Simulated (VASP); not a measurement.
# Si (Fd-3m) in VASP: a series of runs

Aim: see how the results for Si move with the level of theory and the settings. Levels: PBE, LDA. Tasks: electric field gradients.

All numbers are computed with VASP 6.6.1; they aren't measurements. Logs are shortened: lines on timing, memory, paths and dates and some standing lists are left out, and cuts for length are marked.

## Step 1: Starting point

It takes space group Fd-3m (No. 227, cubic). Conventional cell: a = 5.444 Å, b = 5.444 Å, c = 5.444 Å, α = 90.00°, β = 90.00°, γ = 90.00°. Around Si (site symmetry -43m) lie 4 Si at 2.36 Å.

## Step 2: Electric field gradients, PBE (volume scaled by 1.04)

INCAR

```
PREC = Accurate ; ENCUT = 520
EDIFF = 1E-8 ; ISMEAR = -1
SIGMA = 0.02 ; LREAL = F
LASPH = T ; NELM = 80
ALGO = Fast ; ISIF = 2
LWAVE = F ; LCHARG = F
GGA = PE ; LEFG = T
NBANDS = 11
```

KPOINTS

```
Automatic mesh
0
Gamma
  10 10 10
```

POSCAR

```
Si
1.0
    0.0000000000      2.7576691254      2.7576691254
    2.7576691254      0.0000000000      2.7576691254
    2.7576691254      2.7576691254      0.0000000000
Si
2
Direct
    0.7500000000      0.7500000000      0.7500000000
    0.5000000000      0.5000000000      0.5000000000
```

Potentials or basis: VASP PAW PBE potentials, release 64 (Si).

Command:

```console
cat potpaw_PBE.64/Si/POTCAR > POTCAR
mpirun -np 1 vasp_std > vasp.out
```

OUTCAR:

```text
PREC = Accurate
   ENCUT = 520
   EDIFF = 1E-8
   ISMEAR = -1
   LREAL = F
   LASPH = T
   NELM = 80
   ISIF = 2
   GGA = PE

 ion  position               nearest neighbor table
   1  0.750  0.750  0.750-   2 2.39   2 2.39   2 2.39   2 2.39
   2  0.500  0.500  0.500-   1 2.39   1 2.39   1 2.39   1 2.39

  LATTYP: Found a face centered cubic cell.
 ALAT       =     5.5153382508

  Lattice vectors:

 A1 = (   0.0000000000,   2.7576691254,   2.7576691254)
 A2 = (   2.7576691254,   0.0000000000,   2.7576691254)
 A3 = (   2.7576691254,   2.7576691254,   0.0000000000)

Analysis of symmetry for initial positions (statically):
=====================================================================
 Subroutine PRICEL returns:
 Original cell was already a primitive cell.

 Routine SETGRP: Setting up the symmetry group for a
 face centered cubic supercell.

 Subroutine GETGRP returns: Found 48 space group operations
 (whereof 24 operations were pure point group operations)
 out of a pool of 48 trial point group operations.

The static configuration has the point symmetry T_d .
 The point group associated with its full space group is O_h .

Analysis of symmetry for dynamics (positions and initial velocities):
=====================================================================
 Subroutine PRICEL returns:
 Original cell was already a primitive cell.

 Routine SETGRP: Setting up the symmetry group for a
 face centered cubic supercell.

 Subroutine GETGRP returns: Found 48 space group operations
 (whereof 24 operations were pure point group operations)
 out of a pool of 48 trial point group operations.

The dynamic configuration has the point symmetry T_d .
 The point group associated with its full space group is O_h .

 Subroutine INISYM returns: Found 48 space group operations
 (whereof 24 operations are pure point group operations),
 and found     1 'primitive' translations

----------------------------------------------------------------------------------------

                                     Primitive cell

  volume of cell :      41.9427

  direct lattice vectors                    reciprocal lattice vectors
     0.000000000  2.757669125  2.757669125    -0.181312542  0.181312542  0.181312542
     2.757669125  0.000000000  2.757669125     0.181312542 -0.181312542  0.181312542
     2.757669125  2.757669125  0.000000000     0.181312542  0.181312542 -0.181312542

  length of vectors
     3.899933078  3.899933078  3.899933078     0.314042535  0.314042535  0.314042535

  position of ions in fractional coordinates (direct lattice)
     0.750000000  0.750000000  0.750000000
     0.500000000  0.500000000  0.500000000

  ion indices of the primitive-cell ions
   primitive index   ion index
                 1           1
                 2           2

----------------------------------------------------------------------------------------

 KPOINTS: Automatic mesh

Automatic generation of k-mesh.
 Grid dimensions read from file:
 generate k-points for:   10   10   10

 Generating k-lattice:

  Cartesian coordinates                     Fractional coordinates (reciprocal lattice)
    -0.018131254  0.018131254  0.018131254     0.100000000  0.000000000  0.000000000
     0.018131254 -0.018131254  0.018131254     0.000000000  0.100000000  0.000000000
     0.018131254  0.018131254 -0.018131254     0.000000000  0.000000000  0.100000000

  Length of vectors
     0.031404254  0.031404254  0.031404254

  Shift w.r.t. Gamma in fractional coordinates (k-lattice)
     0.000000000  0.000000000  0.000000000

 Subroutine IBZKPT returns following result:
 ===========================================

 Found     47 irreducible k-points:

 Following reciprocal coordinates:
            Coordinates               Weight
  0.000000  0.000000  0.000000      1.000000
  0.100000  0.000000  0.000000      8.000000
  0.200000  0.000000  0.000000      8.000000
  0.300000  0.000000  0.000000      8.000000
  0.400000  0.000000  0.000000      8.000000
  0.500000  0.000000  0.000000      4.000000
[... 16 lines left out ...]
  0.300000  0.300000  0.000000      6.000000
  0.400000  0.300000  0.000000     24.000000
 [... further k-points ...]
   k-points           NKPTS =     47   k-points in BZ     NKDIM =     47   number of bands    NBANDS=     11
   number of dos      NEDOS =    301   number of ions     NIONS =      2
   total plane-waves  NPLWV =  27000
   dimension x,y,z NGX =    30 NGY =   30 NGZ =   30
   dimension x,y,z NGXF=    60 NGYF=   60 NGZF=   60
   ions per type =               2
   NGX,Y,Z   is equivalent  to a cutoff of  12.79, 12.79, 12.79 a.u.
   NGXF,Y,Z  is equivalent  to a cutoff of  25.58, 25.58, 25.58 a.u.
 SYSTEM =  unknown system
   PREC   = accura    normal or accurate (medium, high low for compatibility)
   ISTART =      0    job   : 0-new  1-cont  2-samecut
   ICHARG =      2    charge: 1-file 2-atom 10-const
   ISPIN  =      1    spin polarized calculation?
   LNONCOLLINEAR =      F non collinear calculations
   LSORBIT =      F    spin-orbit coupling
   LASPH  =      T    aspherical Exc in radial PAW
   ENCUT  =  520.0 eV  38.22 Ry    6.18 a.u.   7.25  7.25  7.25*2*pi/ulx,y,z
   NELM   =     80;   NELMIN=  2; NELMDL= -5     # of ELM steps
   EDIFF  = 0.1E-07   stopping-criterion for ELM
   LREAL  =      F    real-space projection
   EDIFFG = 0.1E-06   stopping-criterion for IOM
   NSW    =      0    number of steps for IOM
   IBRION =     -1    ionic relax: 0-MD 1-quasi-New 2-CG
   NFREE  =      0    steps in history (QN), initial steepest desc. (CG)
   ISIF   =      2    stress and relaxation
   ISYM   =      2    0-nonsym 1-usesym 2-fastsym
   POTIM  = 0.5000    time-step for ionic-motion
   TEBEG  =    0.0;   TEEND  =   0.0 temperature during run
   PSTRESS=    0.0 pullay stress
   NELECT =       8.0000    total number of electrons
   NUPDOWN=      -1.0000    fix difference up-down
   EMIN   =  10.00;   EMAX   =-10.00  energy-range for DOS
   EFERMI =   0.00;   METHOD = LEGACY
   ISMEAR =    -1;   SIGMA  =   0.02  broadening in eV -4-tet -1-fermi 0-gaus
   EFERMI_NEDOS =   21; number of points for ismear=-14 and -15
   IALGO  =     68    algorithm
   IMIX   =      4    mixing-type and parameters
     AMIX     =   0.40;   BMIX     =  1.00
     AMIX_MAG =   1.60;   BMIX_MAG =  1.00
  volume/ion in A,a.u.               =      20.97       141.52
  Fermi-wavevector in a.u.,A,eV,Ry     =   0.942365  1.780812 12.082689  0.888053
  Thomas-Fermi vector in A             =   2.069968
   LORBIT       =      0    0 simple, 1 ext, 2 COOP (PROOUT), +10 PAW based schemes
   GGA     = PE    functional components
   LHFCALC =     F    Hartree Fock is set to
   AEXX    =    0.0000 exact exchange contribution
   IVDW    =     0    specifies the selected vdW correction
   LEPSILON=     F    determine dielectric tensor
   LRPA    =     F    only Hartree local field effects (RPA)
 non-spin polarized calculation
 RMM-DIIS sequential band-by-band and
  energy-cutoff  :      520.00
  volume of cell :       41.94
 maximum number of plane-waves:      1158
 NGX is ok and might be reduce to    30

 number of electron       8.0000001 magnetization

 Free energy of the ion-electron system (eV)
  ---------------------------------------------------
  ext. energy  EPLUGINS =         0.00000000
  ---------------------------------------------------
  free energy    TOTEN  =       -10.84200559 eV

  energy without entropy =      -10.84200559  energy(sigma->0) =      -10.84200559

 E-fermi :   5.6910     XC(G=0):  -9.2282

 val. band max:        5.3664225747   @ k =   0.0000   0.0000   0.0000
 cond. band min:       6.0263238783   @ k =   0.4000   0.4000   0.0000
 fundamental gap:      0.6599013035
 Fermi energy:         5.6909693686

 k-point     1 :       0.0000    0.0000    0.0000
  band No.  band energies     occupation
      1      -6.2783      2.00000
      2       5.3664      2.00000
      3       5.3664      2.00000
      4       5.3664      2.00000
      5       7.9118      0.00000
      6       7.9118      0.00000
      7       7.9118      0.00000
      8       8.2133      0.00000
      9      13.0615      0.00000
     10      13.0615      0.00000
     11      13.1458      0.00000

 k-point     2 :       0.1000    0.0000    0.0000
  band No.  band energies     occupation
      1      -6.1525      2.00000
      2       4.2242      2.00000
      3       5.1778      2.00000
      4       5.1778      2.00000
      5       7.8133      0.00000
      6       8.1902      0.00000
      7       8.1902      0.00000
      8       9.2542      0.00000
      9      12.7194      0.00000
     10      12.7194      0.00000
     11      13.6656      0.00000

 k-point     3 :       0.2000    0.0000    0.0000
  band No.  band energies     occupation
      1      -5.7816      2.00000
      2       2.4110      2.00000
      3       4.8119      2.00000
      4       4.8119      2.00000
      5       7.4301      0.00000
      6       8.6849      0.00000
      7       8.6849      0.00000
      8      11.0353      0.00000
      9      12.4127      0.00000
     10      12.4127      0.00000
     11      14.3505      0.00000

 k-point     4 :       0.3000    0.0000    0.0000
  band No.  band energies     occupation
      1      -5.1927      2.00000
      2       0.6867      2.00000
      3       4.4873      2.00000
      4       4.4873      2.00000
      5       7.0657      0.00000
      6       8.8779      0.00000
      7       8.8779      0.00000
      8      12.6905      0.00000
      9      12.9153      0.00000
     10      12.9153      0.00000
     11      14.0885      0.00000
[... 239 lines left out ...]
 k-point    22 :      -0.2000    0.2000    0.0000
  band No.  band energies     occupation
      1      -4.9850      2.00000
      2       0.9488      2.00000
      3       2.5100      2.00000
      4       4.5512      2.00000
      5       8.1582      0.00000
      6       9.2944      0.00000
      7       9.5849      0.00000
      8      10.9175      0.00000
      9      11.5161      0.00000
     10      15.7915      0.00000
     11      15.8206      0.00000

 k-point    23 :       0.3000    0.3000    0.0000
  band No.  band energies     occupation
      1      -4.7904      2.00000
      2       0.9708      2.00000
      3       3.2376      2.00000
      4       3.2376      2.00000
      5       6.2863      0.00000
      6       7.8236      0.00000
      7      11.8377      0.00000
      8      11.8377      0.00000
      9      14.0110      0.00000
     10      14.7456      0.00000
     11      17.4953      0.00000

 k-point    24 :       0.4000    0.3000    0.0000
  band No.  band energies     occupation
      1      -4.2032      2.00000
      2       0.0028      2.00000
      3       2.6440      2.00000
      4       3.0398      2.00000
      5       6.4728      0.00000
      6       7.6532      0.00000
      7      12.0981      0.00000
      8      12.2683      0.00000
      9      15.6313      0.00000
     10      15.7007      0.00000
     11      17.2159      0.00000

 [... further k-points ...]
[... 5 lines left out ...]
  --------------------------------------------------------------------------------------
  -------------------------------------------------------------------------------------
  Total       -0.5627518     -0.5627518     -0.5627518      0.0000000      0.0000000      0.0000000
  in kB      -21.4966607    -21.4966607    -21.4966607      0.0000000      0.0000000      0.0000000
  external PRESSURE =     -21.4966607 kB  Pullay stress =       0.0000000 kB

 VOLUME and BASIS-vectors are now :
 -----------------------------------------------------------------------------
  energy-cutoff  :      520.00
  volume of cell :       41.94
      direct lattice vectors                 reciprocal lattice vectors
     0.000000000  2.757669125  2.757669125    -0.181312542  0.181312542  0.181312542
     2.757669125  0.000000000  2.757669125     0.181312542 -0.181312542  0.181312542
     2.757669125  2.757669125  0.000000000     0.181312542  0.181312542 -0.181312542

 POSITION                                       TOTAL-FORCE (eV/Angst)
 -----------------------------------------------------------------------------------
      4.13650      4.13650      4.13650        -0.000000     -0.000000     -0.000000
      2.75767      2.75767      2.75767         0.000000      0.000000      0.000000
 -----------------------------------------------------------------------------------
    total drift:                                0.000000     -0.000000     -0.000000

  FREE ENERGIE OF THE ION-ELECTRON SYSTEM (eV)
  ---------------------------------------------------
  free  energy   TOTEN  =       -10.8420055866 eV

  energy  without entropy=      -10.8420055862  energy(sigma->0) =      -10.84200559

 Electric field gradients (V/A^2)
---------------------------------------------------------------------
 ion       V_xx      V_yy      V_zz      V_xy      V_xz      V_yz
---------------------------------------------------------------------
   1      -0.000    -0.000    -0.000     0.000     0.000     0.000
   2      -0.000    -0.000    -0.000     0.000     0.000     0.000
---------------------------------------------------------------------

 Electric field gradients after diagonalization (V/A^2)
 (convention: |V_zz| > |V_xx| > |V_yy|)
----------------------------------------------------------------------
 ion       V_xx      V_yy      V_zz     asymmetry (V_yy - V_xx)/ V_zz
----------------------------------------------------------------------
   1      -0.000    -0.000     0.000       0.000
   2      -0.000    -0.000     0.000       0.000
----------------------------------------------------------------------

           NMR quadrupolar parameters

 Cq : quadrupolar parameter    Cq=e*Q*V_zz/h
 eta: asymmetry parameters     (V_yy - V_xx)/ V_zz
 Q  : nuclear electric quadrupole moment in mb (millibarn)
----------------------------------------------------------------------
 ion       Cq(MHz)       eta       Q (mb)
----------------------------------------------------------------------
   1       0.000       0.000       1.000
   2       0.000       0.000       1.000
----------------------------------------------------------------------
```

Wall time 40 s (1 thread of Intel Xeon Platinum 8488C (Sapphire Rapids), shared host); peak memory 0.16 GiB.

Results:

| Property | Result |
| --- | --- |
| Free energy | -10.8420 eV |
| Pressure | -2.1 GPa |
| Band gap on the k mesh | 0.66 eV, indirect (least direct gap 2.53 eV) |

Levels at points of the mesh, in eV from the valence-band top:
```csv
k point,band 1,band 2,band 3,band 4,band 5,band 6,band 7,band 8
"(0.00, 0.00, 0.00)",-11.64,0.00,0.00,0.00,2.55,2.55,2.55,2.85
"(0.50, 0.00, 0.00)",-9.43,-6.75,-1.16,-1.16,1.38,3.36,3.36,7.67
"(0.50, 0.50, 0.00)",-7.67,-7.67,-2.73,-2.73,0.80,0.80,9.72,9.72
```

Electric field gradients, principal values (V/Å²):
```csv
atom,Vxx,Vyy,Vzz
1 Si,0.000,0.000,0.000
2 Si,0.000,0.000,0.000
```

A k mesh can miss the band edges.

(Part 1 of 2 ends here.)
